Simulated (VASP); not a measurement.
# ThSO: phonons from a supercell, part 2 of 4

How does the lattice of ThSO vibrate? The start is a cell from a database of measured crystal structures.

VASP 6.6.1; PBEsol; plane waves and PAW (Th, S, O).

So far. Step 2 (Relax the host): The run ended after 6 ionic steps, 0.029 eV below its first step, once the forces on the free atoms met EDIFFG = -0.02.

### Step 3. Tight relaxation

The cell keeps its measured volume, while shape and atoms relax. Force constants are second derivatives, so the residual forces must be far smaller than usual.

Input file INCAR:

```
SYSTEM = ThSO
PREC = Accurate
ENCUT = 480
EDIFF = 1E-08
NELM = 120
ISMEAR = 0
SIGMA = 0.05
LREAL = .FALSE.
ALGO = Fast
GGA = PS
NBANDS = 30
LASPH = .TRUE.
LORBIT = 11
LWAVE = .FALSE.
LCHARG = .FALSE.
KPAR = 2
NCORE = 4
IBRION = 1
NSW = 30
ISIF = 4
EDIFFG = -0.002
POTIM = 0.4
```

Input file POSCAR:

```
ThSO
1.0
    3.9625165346      0.0000000000      0.0000000000
    0.0000000000      3.9625165346      0.0000000000
    0.0000000000      0.0000000000      6.7476462550
Th S O
2 2 2
Direct
    0.0000000000      0.5000000000      0.1994316068
    0.5000000000      0.0000000000      0.8005683932
    0.0000000000      0.5000000000      0.6384002109
    0.5000000000      0.0000000000      0.3615997891
    0.0000000000      0.0000000000      0.0000000000
    0.5000000000      0.5000000000      0.0000000000
```

Input file KPOINTS:

```
Automatic mesh
0
Gamma
7 7 4
0 0 0
```

PAW data sets: Th, S and O (PBE family, release 64).

Started as:

```console
mpirun -np 8 vasp_std
```

Output:

```text
[banner, memory and clock lines left out]
running    8 mpi-ranks, on    1 nodes
 distrk:  each k-point on    4 cores,    2 groups
 distr:  one band on    4 cores,    1 groups

 POSCAR found type information on POSCAR ThS O
 POSCAR found :  3 types and       6 ions
 [... a notice as in an earlier step ...]

 LDA part: xc-table for (Slater+PW92), standard interpolation
 POSCAR, INCAR and KPOINTS ok, starting setup
 FFT: planning ... GRIDC
 FFT: planning ... GRID_SOFT
 FFT: planning ... GRID
 WAVECAR not read
 entering main loop
       N       E                     dE             d eps       ncg     rms          rms(c)
DAV:   1     0.516525732086E+03    0.51653E+03   -0.19742E+04  1800   0.143E+03
DAV:   2     0.125225807913E+02   -0.50400E+03   -0.49398E+03  2480   0.370E+02
DAV:   3    -0.583922144494E+02   -0.70915E+02   -0.70016E+02  2916   0.142E+02
DAV:   4    -0.607499089979E+02   -0.23577E+01   -0.23513E+01  2536   0.288E+01
DAV:   5    -0.608713660577E+02   -0.12146E+00   -0.12139E+00  3130   0.566E+00    0.509E+01
RMM:   6    -0.536671358507E+02    0.72042E+01   -0.32955E+01  1857   0.258E+01    0.422E+01
RMM:   7    -0.544111062544E+02   -0.74397E+00   -0.15382E+01  2394   0.144E+01    0.327E+01
RMM:   8    -0.558854152181E+02   -0.14743E+01   -0.22460E+01  2025   0.208E+01    0.272E+01
RMM:   9    -0.539936202572E+02    0.18918E+01   -0.10945E+01  2184   0.158E+01    0.132E+00
RMM:  10    -0.540962976833E+02   -0.10268E+00   -0.11624E+00  2471   0.472E+00    0.295E+00
RMM:  11    -0.540721849048E+02    0.24113E-01   -0.13070E-01  2598   0.175E+00    0.224E+00
RMM:  12    -0.540587956082E+02    0.13389E-01   -0.64044E-02  2608   0.105E+00    0.168E+00
RMM:  13    -0.540596290883E+02   -0.83348E-03   -0.24919E-01  2559   0.217E+00    0.983E-01
RMM:  14    -0.540583039306E+02    0.13252E-02   -0.17673E-02  2542   0.676E-01    0.702E-01
RMM:  15    -0.540568043711E+02    0.14996E-02   -0.76185E-03  2695   0.318E-01    0.741E-01
RMM:  16    -0.540554989345E+02    0.13054E-02   -0.36165E-03  2718   0.246E-01    0.736E-01
RMM:  17    -0.540540087190E+02    0.14902E-02   -0.55672E-03  2825   0.283E-01    0.539E-01
WARNING in EDDRMM: call to ZHEGV failed, returncode =   8  4     11
RMM:  18    -0.540532971545E+02    0.71156E-03   -0.46365E-03  2875   0.267E-01    0.335E-01
RMM:  19    -0.540533084520E+02   -0.11298E-04   -0.20997E-03  2887   0.163E-01    0.171E-01
WARNING in EDDRMM: call to ZHEGV failed, returncode =   8  4     12
RMM:  20    -0.540533589870E+02   -0.50535E-04   -0.96979E-04  2943   0.123E-01    0.681E-02
RMM:  21    -0.540534121526E+02   -0.53166E-04   -0.62524E-04  2779   0.870E-02    0.136E-02
RMM:  22    -0.540534560842E+02   -0.43932E-04   -0.49141E-04  2833   0.702E-02    0.583E-02
RMM:  23    -0.540534852946E+02   -0.29210E-04   -0.33840E-04  2837   0.611E-02    0.289E-02
WARNING in EDDRMM: call to ZHEGV failed, returncode =   8  4     20
WARNING in EDDRMM: call to ZHEGV failed, returncode =   6  3     23
RMM:  24    -0.540535121970E+02   -0.26902E-04   -0.28675E-04  2850   0.528E-02    0.242E-02
RMM:  25    -0.540535279649E+02   -0.15768E-04   -0.19785E-04  2853   0.422E-02    0.232E-02
WARNING in EDDRMM: call to ZHEGV failed, returncode =   8  4     12
WARNING in EDDRMM: call to ZHEGV failed, returncode =   8  4     12
WARNING in EDDRMM: call to ZHEGV failed, returncode =   6  3     11
RMM:  26    -0.540535418308E+02   -0.13866E-04   -0.17942E-04  2859   0.377E-02    0.154E-02
RMM:  27    -0.540535503058E+02   -0.84751E-05   -0.13298E-04  2943   0.393E-02    0.504E-03
WARNING in EDDRMM: call to ZHEGV failed, returncode =   8  4     12
RMM:  28    -0.540535603562E+02   -0.10050E-04   -0.12145E-04  2855   0.286E-02    0.335E-03
 num prob  num prob  num prob  num prob  num prob  num prob WARNING in EDDRMM: call to ZHEGV failed, returncode =   6  3     23
 num prob  num prob  num prob WARNING in EDDRMM: call to ZHEGV failed, returncode =   6  3     11
 num prob  num prob  num prob  num prob  num prob  num prob  num prob  num prob  num prob  num prob  num prob  num prob  num prob  num prob  num prob  num prob  num prob  num prob  num prob  num prob  num prob  num prob  num prob  num prob  num prob  num prob RMM:  29    -0.540535677261E+02   -0.73699E-05   -0.87490E-05  2459   0.239E-02    0.364E-03
 num prob  num prob  num prob  num prob  num prob  num prob  num prob  num prob  num prob  num prob  num prob  num prob  num prob  num prob  num prob  num prob  num prob  num prob  num prob  num prob  num prob  num prob  num prob  num prob  num prob  num prob  num prob  num prob  num prob  num prob  num prob  num prob  num prob  num prob  num prob RMM:  30    -0.540535748205E+02   -0.70945E-05   -0.84281E-05  2312   0.216E-02    0.430E-03
 num prob  num prob  num prob  num prob  num prob  num prob  num prob  num prob  num prob  num prob  num prob  num prob  num prob  num prob  num prob  num prob  num prob  num prob  num prob  num prob  num prob  num prob  num prob  num prob  num prob  num prob  num prob  num prob  num prob  num prob  num prob  num prob  num prob  num prob  num prob WARNING in EDDRMM: call to ZHEGV failed, returncode =   8  4     11
 num prob  num prob  num prob  num prob  num prob  num prob  num prob  num prob  num prob  num prob  num prob  num prob  num prob  num prob RMM:  31    -0.540535800765E+02   -0.52560E-05   -0.63324E-05  2134   0.194E-02    0.524E-03
 num prob WARNING in EDDRMM: call to ZHEGV failed, returncode =   8  4     20
 num prob  num prob  num prob  num prob RMM:  32    -0.540535851756E+02   -0.50991E-05   -0.60813E-05  2892   0.188E-02    0.395E-03
 num prob  num prob  num prob  num prob  num prob  num prob  num prob  num prob  num prob  num prob  num prob  num prob  num prob  num prob  num prob  num prob  num prob  num prob  num prob  num prob  num prob  num prob  num prob  num prob  num prob  num prob  num prob  num prob  num prob  num prob  num prob  num prob  num prob  num prob  num prob  num prob  num prob  num prob  num prob  num prob  num prob  num prob  [...]
 num prob  num prob  num prob  num prob  num prob  num prob  num prob  num prob  num prob  num prob  num prob WARNING in EDDRMM: call to ZHEGV failed, returncode =   8  4     21
 num prob  num prob  num prob  num prob  num prob  num prob  num prob  num prob  num prob  num prob  num prob RMM:  34    -0.540535926198E+02   -0.36615E-05   -0.44073E-05  2210   0.148E-02    0.354E-03
[...]
num prob  num prob  num prob  num prob  num prob  num prob  num prob  num prob  num prob  num prob  num prob  num prob  num prob  num prob  num prob  num prob  num prob  num prob  num prob  num prob  num prob  num prob  num prob  num prob  num prob  num prob  num prob RMM:  74    -0.540536140208E+02   -0.17570E-07   -0.21815E-07  1449   0.146E-03    0.456E-03
 num prob  num prob  num prob  num prob  num prob  num prob  num prob  num prob  num prob  num prob  num prob  num prob  num prob  num prob  num prob  num prob  num prob  num prob  num prob  num prob  num prob  num prob  num prob  num prob  num prob  num prob  num prob  num prob  num prob  num prob  num prob  num prob  num prob  num prob  num prob  num prob  num prob  num prob  num prob  num prob  num prob  num prob  num prob  num prob  num prob  num prob  num prob  num prob  num prob  num prob  num prob RMM:  75    -0.540536140327E+02   -0.11897E-07   -0.14400E-07  1209   0.126E-03    0.454E-03
 num prob  num prob  num prob  num prob  num prob  num prob  num prob  num prob  num prob  num prob  num prob  num prob  num prob  num prob  num prob  num prob  num prob  num prob  num prob  num prob  num prob  num prob  num prob  num prob  num prob  num prob  num prob  num prob  num prob  num prob RMM:  76    -0.540536140450E+02   -0.12310E-07   -0.15733E-07  1315   0.129E-03    0.460E-03
 num prob  num prob  num prob  num prob  num prob  num prob  num prob  num prob  num prob  num prob  num prob  num prob  num prob  num prob  num prob  num prob  num prob  num prob  num prob  num prob  num prob  num prob  num prob  num prob  num prob  num prob  num prob  num prob  num prob  num prob  num prob  num prob  num prob  num prob  num prob  num prob  num prob  num prob  num prob  num prob  num prob  num prob  num prob  num prob  num prob  num prob  num prob  num prob  num prob  num prob RMM:  77    -0.540536140505E+02   -0.55552E-08   -0.10259E-07  1117   0.112E-03    0.456E-03
 num prob  num prob  num prob  num prob  num prob  num prob  num prob  num prob  num prob  num prob  num prob  num prob  num prob  num prob  num prob  num prob  num prob  num prob  num prob  num prob  num prob  num prob  num prob  num prob  num prob  num prob  num prob  num prob  num prob  num prob  num prob RMM:  78    -0.540536140599E+02   -0.94169E-08   -0.14071E-07  1120   0.115E-03    0.455E-03
 num prob  num prob  num prob  num prob  num prob  num prob  num prob  num prob  num prob  num prob  num prob  num prob  num prob  num prob  num prob  num prob  num prob  num prob  num prob  num prob  num prob  num prob  num prob  num prob  num prob  num prob  num prob  num prob  num prob  num prob  num prob  num prob  num prob  num prob  num prob  num prob  num prob  num prob  num prob  num prob  num prob  num prob  num prob  num prob  num prob  num prob  num prob  num prob  num prob  num prob  num prob RMM:  79    -0.540536140637E+02   -0.37617E-08   -0.73878E-08   923   0.104E-03
   1 F= -.54053614E+02 E0= -.54053614E+02  d E =-.540536E+02
 BRION: g(F)=  0.788E-06 g(S)=  0.338E-04
 bond charge predicted
       N       E                     dE             d eps       ncg     rms          rms(c)
DAV:   1    -0.540536741753E+02   -0.60115E-04   -0.31640E-03  2084   0.394E-01    0.589E-02
RMM:   2    -0.540536496551E+02    0.24520E-04   -0.16476E-04  1878   0.101E-01    0.263E-02
RMM:   3    -0.540536400798E+02    0.95754E-05   -0.83716E-05  2041   0.459E-02    0.873E-03
RMM:   4    -0.540536416038E+02   -0.15240E-05   -0.19947E-05  2565   0.224E-02    0.862E-03
RMM:   5    -0.540536417151E+02   -0.11133E-06   -0.29927E-06  2704   0.803E-03    0.579E-03
RMM:   6    -0.540536416629E+02    0.52204E-07   -0.12923E-06  2702   0.487E-03    0.232E-03
 num prob  num prob  num prob  num prob  num prob  num prob  num prob WARNING in EDDRMM: call to ZHEGV failed, returncode =   6  3     10
 num prob  num prob  num prob  num prob  num prob  num prob  num prob  num prob  num prob  num prob  num prob  num prob  num prob  num prob  num prob  num prob  num prob RMM:   7    -0.540536416796E+02   -0.16672E-07   -0.43829E-07  2448   0.277E-03    0.148E-03
 num prob  num prob  num prob WARNING in EDDRMM: call to ZHEGV failed, returncode =   6  3     22
 num prob  num prob  num prob  num prob  num prob  num prob  num prob  num prob  num prob  num prob  num prob  num prob RMM:   8    -0.540536416934E+02   -0.13832E-07   -0.26699E-07  2262   0.221E-03    0.374E-04
 num prob  num prob  num prob  num prob  num prob  num prob  num prob  num prob  num prob  num prob  num prob  num prob  num prob  num prob  num prob  num prob  num prob  num prob  num prob  num prob  num prob  num prob  num prob  num prob  num prob  num prob  num prob  num prob  num prob  num prob  num prob  num prob  num prob  num prob  num prob  num prob  num prob  num prob  num prob  num prob  num prob  num prob  [...]
   2 F= -.54053642E+02 E0= -.54053642E+02  d E =-.276301E-04
 BRION: g(F)=  0.158E-06 g(S)=  0.118E-04 retain N=  1 mean eig= 2.44
 eig:   2.441
 bond charge predicted
       N       E                     dE             d eps       ncg     rms          rms(c)
DAV:   1    -0.540537305983E+02   -0.88905E-04   -0.63238E-03  2248   0.562E-01    0.823E-02
RMM:   2    -0.540536728479E+02    0.57750E-04   -0.29316E-04  1866   0.141E-01    0.368E-02
RMM:   3    -0.540536524637E+02    0.20384E-04   -0.16804E-04  2057   0.635E-02    0.127E-02
RMM:   4    -0.540536550110E+02   -0.25473E-05   -0.36007E-05  2527   0.310E-02    0.124E-02
RMM:   5    -0.540536552284E+02   -0.21738E-06   -0.63406E-06  2672   0.116E-02    0.844E-03
WARNING in EDDRMM: call to ZHEGV failed, returncode =   8  4     22
RMM:   6    -0.540536551049E+02    0.12344E-06   -0.28737E-06  2689   0.722E-03    0.296E-03
WARNING in EDDRMM: call to ZHEGV failed, returncode =   8  4     21
WARNING in EDDRMM: call to ZHEGV failed, returncode =   6  3     18
WARNING in EDDRMM: call to ZHEGV failed, returncode =   6  3     12
 num prob WARNING in EDDRMM: call to ZHEGV failed, returncode =   6  3     23
WARNING in EDDRMM: call to ZHEGV failed, returncode =   8  4     22
RMM:   7    -0.540536551566E+02   -0.51655E-07   -0.12234E-06  2641   0.440E-03    0.172E-03
 num prob WARNING in EDDRMM: call to ZHEGV failed, returncode =   8  4     13
 num prob WARNING in EDDRMM: call to ZHEGV failed, returncode =   8  4     21
 num prob  num prob  num prob  num prob RMM:   8    -0.540536551969E+02   -0.40286E-07   -0.61179E-07  2518   0.299E-03    0.427E-04
 num prob  num prob  num prob  num prob  num prob  num prob  num prob  num prob  num prob  num prob  num prob  num prob  num prob  num prob  num prob  num prob  num prob  num prob  num prob  num prob  num prob  num prob  num prob  num prob  num prob  num prob  num prob  num prob  num prob  num prob  num prob  num prob  num prob  num prob  num prob  num prob  num prob  num prob  num prob  num prob  num prob  num prob  [...]
 num prob  num prob  num prob  num prob  num prob  num prob  num prob  num prob  num prob  num prob  num prob  num prob  num prob  num prob  num prob  num prob  num prob  num prob  num prob  num prob  num prob  num prob  num prob  num prob  num prob  num prob  num prob  num prob  num prob  num prob  num prob  num prob  num prob  num prob  num prob  num prob  num prob  num prob  num prob  num prob  num prob  num prob  num prob RMM:  10    -0.540536552244E+02   -0.14884E-07   -0.17642E-07  1884   0.216E-03    0.189E-04
 num prob  num prob  num prob  num prob  num prob  num prob  num prob  num prob  num prob  num prob  num prob  num prob  num prob  num prob  num prob  num prob  num prob  num prob  num prob  num prob  num prob  num prob  num prob  num prob  num prob  num prob  num prob  num prob  num prob  num prob  num prob  num prob  num prob  num prob  num prob  num prob  num prob  num prob  num prob  num prob  num prob  num prob  [...]
   3 F= -.54053655E+02 E0= -.54053655E+02  d E =-.135354E-04
 BRION: g(F)=  0.116E-06 g(S)=  0.213E-07 retain N=  1 mean eig= 2.33
 eig:   2.333
 reached required accuracy - stopping structural energy minimisation
```

Run time: 53 s. Hardware: 8 MPI ranks of AMD EPYC 9R45, shared host; peak memory 1.3 GiB; 6.9 min of CPU time.

OUTCAR, selected parts (step 3):

```text
  LATTYP: Found a simple tetragonal cell.
 ALAT       =     3.9625165346
 C/A-ratio  =     1.7028689208

 Found     30 irreducible k-points:

   k-points           NKPTS =     30   k-points in BZ     NKDIM =     30   number of bands    NBANDS=     30

   dimension x,y,z NGX =    28 NGY =   28 NGZ =   48
   dimension x,y,z NGXF=    56 NGYF=   56 NGZF=   96

   ENCUT  =  480.0 eV  35.28 Ry    5.94 a.u.   7.08  7.08 12.05*2*pi/ulx,y,z

   NELECT =      48.0000    total number of electrons

 E-fermi :   6.8037

 k-point     1 :       0.0000    0.0000    0.0000
  band No.  band energies     occupation
    ...
     20       4.6450      2.00000
     21       4.6450      2.00000
     22       6.5060      2.00000
     23       6.5331      2.00000
     24       6.5331      2.00000
     25       7.5143      0.00000
     26       8.9885      0.00000
     27       9.6246      0.00000
     28       9.8484      0.00000
     29       9.8493      0.00000
    ...

 k-point     2 :       0.1429    0.0000    0.0000
  band No.  band energies     occupation
    ...
     20       4.5114      2.00000
     21       4.5306      2.00000
     22       5.8678      2.00000
     23       6.1703      2.00000
     24       6.3275      2.00000
     25       7.9756      0.00000
     26       9.1571      0.00000
     27       9.6961      0.00000
     28       9.7842      0.00000
     29       9.8634      0.00000
    ...

  Total       -1.8934870     -1.8934870     -1.8957157      0.0000000      0.0000000      0.0000000
  in kB      -28.6337637    -28.6337637    -28.6674654      0.0000000      0.0000000      0.0000000
  external PRESSURE =     -28.6449976 kB  Pullay stress =       0.0000000 kB

  energy-cutoff  :      480.00
  volume of cell :      105.95
      direct lattice vectors                 reciprocal lattice vectors
     3.960679592  0.000000000  0.000000000     0.252481923  0.000000000  0.000000000
     0.000000000  3.960679592 -0.000000000     0.000000000  0.252481923  0.000000000
     0.000000000  0.000000000  6.753906753     0.000000000  0.000000000  0.148062453

 POSITION                                       TOTAL-FORCE (eV/Angst)
 -----------------------------------------------------------------------------------
     -0.00000      1.98034      1.34669         0.000000     -0.000000      0.000156
      1.98034     -0.00000      5.40721         0.000000     -0.000000     -0.000156
     -0.00000      1.98034      4.31172         0.000000      0.000000     -0.001216
      1.98034      0.00000      2.44218         0.000000      0.000000      0.001216
      0.00000      0.00000      0.00000         0.000000      0.000000      0.000000
      1.98034      1.98034     -0.00000         0.000000      0.000000      0.000000
 -----------------------------------------------------------------------------------
    total drift:                                0.000000      0.000000      0.000000

  FREE ENERGIE OF THE ION-ELECTRON SYSTEM (eV)
  ---------------------------------------------------
  free  energy   TOTEN  =       -54.0536552292 eV

  energy  without entropy=      -54.0536552292  energy(sigma->0) =      -54.05365523

 total charge
# of ion       s       p       d       f       tot
--------------------------------------------------
    1        2.102   5.886   0.866   0.495   9.349
    2        2.102   5.886   0.866   0.495   9.349
    3        1.320   2.429   0.000   0.000   3.749
    4        1.320   2.429   0.000   0.000   3.749
    5        1.567   3.476   0.000   0.000   5.043
    6        1.567   3.476   0.000   0.000   5.043
--------------------------------------------------
tot          9.977  23.583   1.732   0.989  36.281

[... 3 parts as in an earlier step ...]

[... 7 further parts left out ...]
```

Little changed from the start: no atom moved by 0.005 Å and no cell edge by 0.1 %.

This step gave:

```
electronic cycles              : 99
free energy (TOTEN)            : -54.0537 eV
Fermi energy                   : 6.804 eV
pressure                       : -2.864 GPa
gap on the k-mesh              : 0.9812 eV
least direct gap on the k-mesh : 0.9812 eV
```

The run ended after 3 ionic steps, 0.000 eV below its first step, once the forces on the free atoms met EDIFFG = -0.002.

[end of part 2 of 4]

[Lines on the potential files, build, host, timing and source positions are cut from VASP's logs without a mark.]

[Logs are printed without paths, hosts, clocks, repeated set-up lines and the standing remarks that a program may print on its own settings, such as how far it seeks lower states.]

[Hosts, paths, dates, database ids (printed as entryN), source tags and the programs' standing remarks are cut or masked in the printed files.]

[Runs that stopped without an error message from VASP are left out.]
